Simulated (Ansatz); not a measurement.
A (110) slab of Cu (Fm-3m (No. 225)), 9 planes, outer planes Cu (top) and Cu (bottom), with 9 atoms (Cu9) in a surface cell of A = 9.316 Å², as cut from the bulk:

```yaml
crystal:
  lattice:
    - [2.56662, 0.00000, 0.00000]
    - [0.00000, 3.62975, 0.00000]
    - [0.00000, 0.00000, 25.26648]
  atoms:
    - { symbol: Cu, position: [0.50000, 0.50000, 0.29684] }
    - { symbol: Cu, position: [0.00000, 0.00000, 0.34763] }
    - { symbol: Cu, position: [0.50000, 0.50000, 0.39842] }
    - { symbol: Cu, position: [0.00000, 0.00000, 0.44921] }
    - { symbol: Cu, position: [0.50000, 0.50000, 0.50000] }
    - { symbol: Cu, position: [0.00000, 0.00000, 0.55079] }
    - { symbol: Cu, position: [0.50000, 0.50000, 0.60158] }
    - { symbol: Cu, position: [0.00000, 0.00000, 0.65237] }
    - { symbol: Cu, position: [0.50000, 0.50000, 0.70316] }
```

Level of theory: DFT PBE, scalar-relativistic, plane waves, PAW (Ansatz 0.2.0). Settings: cutoff 420 eV, Γ-centred mesh 13×10×1 on the computed 9-atom cell, Gaussian smearing of 0.10 eV; no spin polarisation.

Against the same 9 atoms in the bulk, the slab as cut lies 1.862 eV higher and the relaxed slab 1.807 eV higher.

Problem. Work out the surface energy before and after relaxation.

Solution. The slab has two faces, so γ = (E_slab − N·E_bulk)/(2A), the mean of both. As cut: 1.862/(2 × 9.316) = 0.0999 eV/Å², and 1 eV/Å² = 16.02 J/m², so γ = 1.60 J/m². Relaxed: 1.807/(2 × 9.316) = 0.0970 eV/Å² = 1.55 J/m². Relaxation recovers 3 % of the cost of cutting.

Problem. A cut through this plane breaks about 6 nearest-neighbour bonds a surface cell. What does each broken bond cost, before relaxation?

Solution. One cut makes two faces and costs 2γA = 1.862 eV, shared by 6 bonds: 0.31 eV a bond. In a metal this is less than the cohesive energy a bond, since the bonds that remain at the surface strengthen.

Problem. What is the ideal work of this cut, per area?

Solution. Griffith's ideal work is 2γ: 3.20 J/m² if the new faces stay rigid, 3.11 J/m² if they relax. One thickness was run, 9 planes, so γ can still shift with it.